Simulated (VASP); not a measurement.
# SrCl2 (R-3m) in VASP: notebook

Runs on SrCl2. Level: PBEsol. Tasks: single point.

All numbers are computed with VASP 6.6.1; they aren't measurements. Logs are shortened: lines on timing, memory, paths and dates and some standing lists are left out, and cuts for length are marked.

### Step 1. The crystal as given

Symmetry: R-3m, No. 166, trigonal system. Conventional cell: a = 5.050 Å, b = 5.050 Å, c = 11.504 Å, α = 90.00°, β = 90.00°, γ = 120.00°. Sr (site symmetry -3m) is surrounded by 8 Cl at 2.88 to 3.07 Å. Cl (site symmetry 3m) is surrounded by 4 Sr at 2.88 to 3.07 Å.

Measurements of this composition are mostly on another form, of space group No. 225.

### Step 2. Single point, PBEsol

INCAR reads:

```
SYSTEM = SrCl2
  ALGO = Normal
  EDIFF = 1E-6
  ENCUT = 520
  GGA = PS
  ISIF = 2
  ISMEAR = 0
  LASPH = .True.
  LCHARG = .False.
  LREAL = .False.
  LWAVE = .False.
  NBANDS = 19
  NELM = 100
  PREC = Accurate
  SIGMA = 0.05
```

KPOINTS reads:

```
k-points
0
Gamma
  6 6 6
  0 0 0
```

POSCAR reads:

```
SrCl2
1.0
   -0.1666393458      3.4042037775      3.4042037775
    3.4042037775     -0.1666393458      3.4042037775
    3.4042037775      3.4042037775     -0.1666393458
Sr Cl
1 2
Direct
    0.0000000000      0.0000000000      0.0000000000
    0.2500000000      0.2500000000      0.2500000000
    0.7500000000      0.7500000000      0.7500000000
```

Potentials or basis: VASP PAW PBE potentials, release 64 (Sr_sv, Cl).

The run is started by

```console
$ cat potpaw_PBE.64/Sr_sv/POTCAR potpaw_PBE.64/Cl/POTCAR > POTCAR
$ mpirun -np 1 vasp_std > vasp.out
```

OUTCAR:

```text
SYSTEM = SrCl2
   EDIFF = 1E-6
   ENCUT = 520
   GGA = PS
   ISIF = 2
   ISMEAR = 0
   LASPH = .True.
   LREAL = .False.
   NELM = 100
   PREC = Accurate

 ion  position               nearest neighbor table
   1  0.000  0.000  0.000-   2 2.88   3 2.88   3 3.07   3 3.07   3 3.07   2 3.07   2 3.07   2 3.07

   2  0.250  0.250  0.250-   1 2.88   1 3.07   1 3.07   1 3.07
   3  0.750  0.750  0.750-   1 2.88   1 3.07   1 3.07   1 3.07

  LATTYP: Found a trigonal (rhomboedric) cell.
 ALAT       =     4.8171542833
 COS(alpha) =     0.4505091948

  Lattice vectors:

 A1 = (  -0.1666393458,   3.4042037775,   3.4042037775)
 A2 = (   3.4042037775,  -0.1666393458,   3.4042037775)
 A3 = (   3.4042037775,   3.4042037775,  -0.1666393458)

Analysis of symmetry for initial positions (statically):
=====================================================================
 Subroutine PRICEL returns:
 Original cell was already a primitive cell.

 Routine SETGRP: Setting up the symmetry group for a
 trigonal (rhombohedral) supercell.

 Subroutine GETGRP returns: Found 12 space group operations
 (whereof 12 operations were pure point group operations)
 out of a pool of 12 trial point group operations.

The static configuration has the point symmetry D_3d.

Analysis of symmetry for dynamics (positions and initial velocities):
=====================================================================
 Subroutine PRICEL returns:
 Original cell was already a primitive cell.

 Routine SETGRP: Setting up the symmetry group for a
 trigonal (rhombohedral) supercell.

 Subroutine GETGRP returns: Found 12 space group operations
 (whereof 12 operations were pure point group operations)
 out of a pool of 12 trial point group operations.

The dynamic configuration has the point symmetry D_3d.

 Subroutine INISYM returns: Found 12 space group operations
 (whereof 12 operations are pure point group operations),
 and found     1 'primitive' translations

----------------------------------------------------------------------------------------

                                     Primitive cell

  volume of cell :      84.6887

  direct lattice vectors                    reciprocal lattice vectors
    -0.166639346  3.404203777  3.404203777    -0.136509833  0.143536074  0.143536074
     3.404203777 -0.166639346  3.404203777     0.143536074 -0.136509833  0.143536074
     3.404203777  3.404203777 -0.166639346     0.143536074  0.143536074 -0.136509833

  length of vectors
     4.817154283  4.817154283  4.817154283     0.244622451  0.244622451  0.244622451

  position of ions in fractional coordinates (direct lattice)
     0.000000000  0.000000000  0.000000000
     0.250000000  0.250000000  0.250000000
     0.750000000  0.750000000  0.750000000

  ion indices of the primitive-cell ions
   primitive index   ion index
                 1           1
                 2           2
                 3           3

----------------------------------------------------------------------------------------

 KPOINTS: k-points

Automatic generation of k-mesh.
 Grid dimensions read from file:
 generate k-points for:    6    6    6

 Generating k-lattice:

  Cartesian coordinates                     Fractional coordinates (reciprocal lattice)
    -0.022751639  0.023922679  0.023922679     0.166666667 -0.000000000 -0.000000000
     0.023922679 -0.022751639  0.023922679    -0.000000000  0.166666667 -0.000000000
     0.023922679  0.023922679 -0.022751639    -0.000000000 -0.000000000  0.166666667

  Length of vectors
     0.040770408  0.040770408  0.040770408

  Shift w.r.t. Gamma in fractional coordinates (k-lattice)
     0.000000000  0.000000000  0.000000000

 Subroutine IBZKPT returns following result:
 ===========================================

 Found     32 irreducible k-points:

 Following reciprocal coordinates:
            Coordinates               Weight
  0.000000  0.000000  0.000000      1.000000
  0.166667  0.000000  0.000000      6.000000
  0.333333  0.000000  0.000000      6.000000
  0.500000  0.000000 -0.000000      3.000000
  0.166667  0.166667 -0.000000      6.000000
  0.333333  0.166667 -0.000000     12.000000
[... 16 lines left out ...]
  0.500000  0.500000  0.166667      6.000000
 -0.333333  0.500000  0.166667     12.000000
 [... further k-points ...]
   k-points           NKPTS =     32   k-points in BZ     NKDIM =     32   number of bands    NBANDS=     19
   number of dos      NEDOS =    301   number of ions     NIONS =      3
   total plane-waves  NPLWV =  46656
   dimension x,y,z NGX =    36 NGY =   36 NGZ =   36
   dimension x,y,z NGXF=    72 NGYF=   72 NGZF=   72
   ions per type =               1   2
   NGX,Y,Z   is equivalent  to a cutoff of  12.42, 12.42, 12.42 a.u.
   NGXF,Y,Z  is equivalent  to a cutoff of  24.85, 24.85, 24.85 a.u.
 SYSTEM =  SrCl2
   PREC   = accura    normal or accurate (medium, high low for compatibility)
   ISTART =      0    job   : 0-new  1-cont  2-samecut
   ICHARG =      2    charge: 1-file 2-atom 10-const
   ISPIN  =      1    spin polarized calculation?
   LNONCOLLINEAR =      F non collinear calculations
   LSORBIT =      F    spin-orbit coupling
   LASPH  =      T    aspherical Exc in radial PAW
   ENCUT  =  520.0 eV  38.22 Ry    6.18 a.u.   8.96  8.96  8.96*2*pi/ulx,y,z
   NELM   =    100;   NELMIN=  2; NELMDL= -5     # of ELM steps
   EDIFF  = 0.1E-05   stopping-criterion for ELM
   LREAL  =      F    real-space projection
   EDIFFG = 0.1E-04   stopping-criterion for IOM
   NSW    =      0    number of steps for IOM
   IBRION =     -1    ionic relax: 0-MD 1-quasi-New 2-CG
   NFREE  =      0    steps in history (QN), initial steepest desc. (CG)
   ISIF   =      2    stress and relaxation
   ISYM   =      2    0-nonsym 1-usesym 2-fastsym
   POTIM  = 0.5000    time-step for ionic-motion
   TEBEG  =    0.0;   TEEND  =   0.0 temperature during run
   PSTRESS=    0.0 pullay stress
   NELECT =      24.0000    total number of electrons
   NUPDOWN=      -1.0000    fix difference up-down
   EMIN   =  10.00;   EMAX   =-10.00  energy-range for DOS
   EFERMI =   0.00;   METHOD = LEGACY
   ISMEAR =     0;   SIGMA  =   0.05  broadening in eV -4-tet -1-fermi 0-gaus
   EFERMI_NEDOS =   21; number of points for ismear=-14 and -15
   IALGO  =     38    algorithm
   IMIX   =      4    mixing-type and parameters
     AMIX     =   0.40;   BMIX     =  1.00
     AMIX_MAG =   1.60;   BMIX_MAG =  1.00
  volume/ion in A,a.u.               =      28.23       190.50
  Fermi-wavevector in a.u.,A,eV,Ry     =   1.075318  2.032056 15.732530  1.156308
  Thomas-Fermi vector in A             =   2.211171
   LORBIT       =      0    0 simple, 1 ext, 2 COOP (PROOUT), +10 PAW based schemes
   GGA     = PS    functional components
   LHFCALC =     F    Hartree Fock is set to
   AEXX    =    0.0000 exact exchange contribution
   IVDW    =     0    specifies the selected vdW correction
   LEPSILON=     F    determine dielectric tensor
   LRPA    =     F    only Hartree local field effects (RPA)
 non-spin polarized calculation
 Gauss-broadening in eV      SIGMA  =   0.05
  energy-cutoff  :      520.00
  volume of cell :       84.69
 maximum number of plane-waves:      2330
   NGX = 17   NGY = 17   NGZ = 17

 number of electron      24.0000001 magnetization

 Free energy of the ion-electron system (eV)
  ---------------------------------------------------
  ext. energy  EPLUGINS =         0.00000000
  ---------------------------------------------------
  free energy    TOTEN  =       -13.30521890 eV

  energy without entropy =      -13.30521890  energy(sigma->0) =      -13.30521890

 E-fermi :   0.2915     XC(G=0):  -8.4996

 val. band max:        0.0828898434   @ k =   0.5000   0.5000  -0.0000
 cond. band min:       5.2266747308   @ k =   0.0000   0.0000   0.0000
 fundamental gap:      5.1437848875
 Fermi energy:         0.2914781458

 k-point     1 :       0.0000    0.0000    0.0000
  band No.  band energies     occupation
      1     -32.6791      2.00000
      2     -14.7249      2.00000
      3     -14.6998      2.00000
      4     -14.6998      2.00000
      5     -13.2115      2.00000
      6     -12.3200      2.00000
[... 11 lines left out ...]
     18       9.2902      0.00000
     19       9.2933      0.00000

 k-point     2 :       0.1667    0.0000    0.0000
  band No.  band energies     occupation
      1     -32.6783      2.00000
      2     -14.8005      2.00000
      3     -14.7178      2.00000
      4     -14.7022      2.00000
      5     -13.0659      2.00000
      6     -12.3710      2.00000
[... 11 lines left out ...]
     18       8.9999      0.00000
     19       9.6599      0.00000

 k-point     3 :       0.3333    0.0000    0.0000
  band No.  band energies     occupation
      1     -32.6767      2.00000
      2     -14.9473      2.00000
      3     -14.7192      2.00000
      4     -14.7070      2.00000
      5     -12.8544      2.00000
      6     -12.4238      2.00000
[... 11 lines left out ...]
     18       8.7312      0.00000
     19       9.2131      0.00000

 k-point     4 :       0.5000    0.0000   -0.0000
  band No.  band energies     occupation
      1     -32.6760      2.00000
      2     -15.0087      2.00000
      3     -14.7193      2.00000
      4     -14.7094      2.00000
      5     -12.8094      2.00000
      6     -12.3979      2.00000
[... 11 lines left out ...]
     18       8.5161      0.00000
     19       9.1329      0.00000

 k-point     5 :       0.1667    0.1667   -0.0000
  band No.  band energies     occupation
      1     -32.6779      2.00000
      2     -14.8357      2.00000
      3     -14.7165      2.00000
      4     -14.7094      2.00000
      5     -12.9901      2.00000
      6     -12.4058      2.00000
[... 11 lines left out ...]
     18       8.8386      0.00000
     19       9.0639      0.00000

 k-point     6 :       0.3333    0.1667   -0.0000
  band No.  band energies     occupation
      1     -32.6765      2.00000
      2     -14.9473      2.00000
      3     -14.7269      2.00000
      4     -14.7194      2.00000
      5     -12.7805      2.00000
      6     -12.4757      2.00000
[... 11 lines left out ...]
     18       8.7492      0.00000
     19       9.3719      0.00000

 k-point     7 :       0.5000    0.1667   -0.0000
  band No.  band energies     occupation
      1     -32.6756      2.00000
      2     -14.9968      2.00000
      3     -14.7644      2.00000
      4     -14.7199      2.00000
      5     -12.7194      2.00000
      6     -12.4364      2.00000
[... 11 lines left out ...]
     18       8.9940      0.00000
     19       9.0597      0.00000

 k-point     8 :      -0.3333    0.1667   -0.0000
  band No.  band energies     occupation
      1     -32.6760      2.00000
      2     -14.9444      2.00000
      3     -14.7969      2.00000
      4     -14.7145      2.00000
      5     -12.7434      2.00000
      6     -12.4407      2.00000
[... 256 lines left out ...]
 k-point    20 :       0.5000    0.3333    0.1667
  band No.  band energies     occupation
      1     -32.6750      2.00000
      2     -15.0142      2.00000
      3     -14.7833      2.00000
      4     -14.7220      2.00000
      5     -12.5815      2.00000
      6     -12.5328      2.00000
[... 11 lines left out ...]
     18       9.0838      0.00000
     19       9.7493      0.00000

 k-point    21 :      -0.3333    0.3333    0.1667
  band No.  band energies     occupation
      1     -32.6748      2.00000
      2     -14.9490      2.00000
      3     -14.8807      2.00000
      4     -14.7262      2.00000
      5     -12.5791      2.00000
      6     -12.4875      2.00000
[... 11 lines left out ...]
     18       9.1008      0.00000
     19      10.0659      0.00000

 k-point    22 :      -0.1667    0.3333    0.1667
  band No.  band energies     occupation
      1     -32.6756      2.00000
      2     -14.9491      2.00000
      3     -14.8194      2.00000
      4     -14.7248      2.00000
      5     -12.6474      2.00000
      6     -12.4921      2.00000
[... 11 lines left out ...]
     18       8.5261      0.00000
     19       9.8885      0.00000

 k-point    23 :       0.5000    0.5000    0.1667
  band No.  band energies     occupation
      1     -32.6744      2.00000
      2     -15.0599      2.00000
      3     -14.7697      2.00000
      4     -14.7337      2.00000
      5     -12.6289      2.00000
      6     -12.4285      2.00000
[... 11 lines left out ...]
     18       9.2454      0.00000
     19       9.8321      0.00000

 k-point    24 :      -0.3333    0.5000    0.1667
  band No.  band energies     occupation
      1     -32.6744      2.00000
      2     -15.0214      2.00000
      3     -14.8231      2.00000
      4     -14.7361      2.00000
      5     -12.6011      2.00000
      6     -12.4326      2.00000
[... 11 lines left out ...]
     18       9.5591      0.00000
     19       9.9510      0.00000

 [... further k-points ...]

------------------------ aborting loop because EDIFF is reached ----------------------------------------

  FORCE on cell =-STRESS in cart. coord.  units (eV):
  Direction    XX          YY          ZZ          XY          YZ          ZX
  --------------------------------------------------------------------------------------
  -------------------------------------------------------------------------------------
  Total       -0.2861990     -0.2861990     -0.2861990      0.5004419      0.5004419      0.5004419
  in kB       -5.4144395     -5.4144395     -5.4144395      9.4675792      9.4675792      9.4675792
  external PRESSURE =      -5.4144395 kB  Pullay stress =       0.0000000 kB

 VOLUME and BASIS-vectors are now :
 -----------------------------------------------------------------------------
  energy-cutoff  :      520.00
  volume of cell :       84.69
      direct lattice vectors                 reciprocal lattice vectors
    -0.166639346  3.404203777  3.404203777    -0.136509833  0.143536074  0.143536074
     3.404203777 -0.166639346  3.404203777     0.143536074 -0.136509833  0.143536074
     3.404203777  3.404203777 -0.166639346     0.143536074  0.143536074 -0.136509833

 POSITION                                       TOTAL-FORCE (eV/Angst)
 -----------------------------------------------------------------------------------
      0.00000      0.00000      0.00000         0.000000     -0.000000      0.000000
      1.66044      1.66044      1.66044         0.148518      0.148518      0.148518
      4.98133      4.98133      4.98133        -0.148518     -0.148518     -0.148518
 -----------------------------------------------------------------------------------
    total drift:                                0.000000      0.000000      0.000000

  FREE ENERGIE OF THE ION-ELECTRON SYSTEM (eV)
  ---------------------------------------------------
  free  energy   TOTEN  =       -13.3052188987 eV

  energy  without entropy=      -13.3052188987  energy(sigma->0) =      -13.30521890
```

It took 52 s on 1 thread of Intel Xeon Platinum 8488C (Sapphire Rapids), shared host; peak memory 0.22 GiB.

Results:

```yaml
Free_energy: -13.3052 eV
Pressure: -0.5 GPa
Largest_force: 0.257 eV/Å
Band_gap_on_the_k_mesh: 5.14 eV, indirect (least direct gap 5.39 eV)
```

Forces on the atoms (eV/Å):
```
Sr   0.000  0.000  0.000
Cl   0.149  0.149  0.149
Cl  -0.149 -0.149 -0.149
```

Caveat: the PAW data sets were made with another functional, which shifts forces and pressure a little. A k mesh can miss the band edges.

### Step 3. Single point, PBEsol

This run uses another cell than the first one, of the same volume but with other edges.

INCAR reads:

```
PREC = Accurate
ENCUT = 520
EDIFF = 1E-6
ISMEAR = 0
SIGMA = 0.05
LREAL = False
LASPH = True
NELM = 100
ALGO = Fast
ISIF = 2
LWAVE = False
LCHARG = True
GGA = PS
LELF = True
LVHAR = True
NBANDS = 19
```

KPOINTS reads:

```
Automatic mesh
0
Gamma
  6 6 6
```

POSCAR reads:

```
SrCl2
1.0
   -0.3679527998      3.3115751979      3.3115751979
    3.3115751979     -0.3679527998      3.3115751979
    3.3115751979      3.3115751979     -0.3679527998
Sr Cl
1 2
Direct
    0.0000000000      0.0000000000      0.0000000000
    0.2500000000      0.2500000000      0.2500000000
    0.7500000000      0.7500000000      0.7500000000
```

Potentials or basis: VASP PAW PBE potentials, release 64 (Sr_sv, Cl).

The run is started by

```console
$ cat potpaw_PBE.64/Sr_sv/POTCAR potpaw_PBE.64/Cl/POTCAR > POTCAR
$ mpirun -np 1 vasp_std > vasp.out
```

Run time: 62 s. Hardware: 1 thread of Intel Xeon Platinum 8488C (Sapphire Rapids), shared host; peak memory 0.22 GiB.

It converged, with:

* Free energy: -13.1238 eV
* Pressure: 0.9 GPa
* Largest force: 0.867 eV/Å
* Band gap on the k mesh: 5.13 eV, indirect (least direct gap 5.39 eV)

Forces in eV/Å, atoms in the order of the input:
```
Sr   0.000  0.000  0.000
Cl   0.500  0.500  0.500
Cl  -0.500 -0.500 -0.500
```

Stress tensor (GPa, compression positive):
```
0.93 3.07 3.07
3.07 0.93 3.07
3.07 3.07 0.93
```

Levels at points of the mesh, in eV from the valence-band top:
| k point | band 10 | band 11 | band 12 | band 13 | band 14 | band 15 |
| --- | --- | --- | --- | --- | --- | --- |
| (0.00, 0.00, 0.00) | -0.35 | -0.26 | -0.26 | 5.13 | 6.10 | 6.10 |
| (0.50, 0.00, 0.00) | -1.34 | -1.06 | -0.84 | 6.35 | 6.97 | 7.42 |
| (0.50, 0.50, 0.00) | -0.70 | -0.21 | 0.00 | 5.49 | 6.78 | 7.58 |
| (0.50, 0.50, 0.50) | -1.17 | -1.12 | -1.12 | 6.96 | 6.96 | 7.59 |

Caveat: the PAW data sets were made with another functional, which shifts forces and pressure a little. A k mesh can miss the band edges.
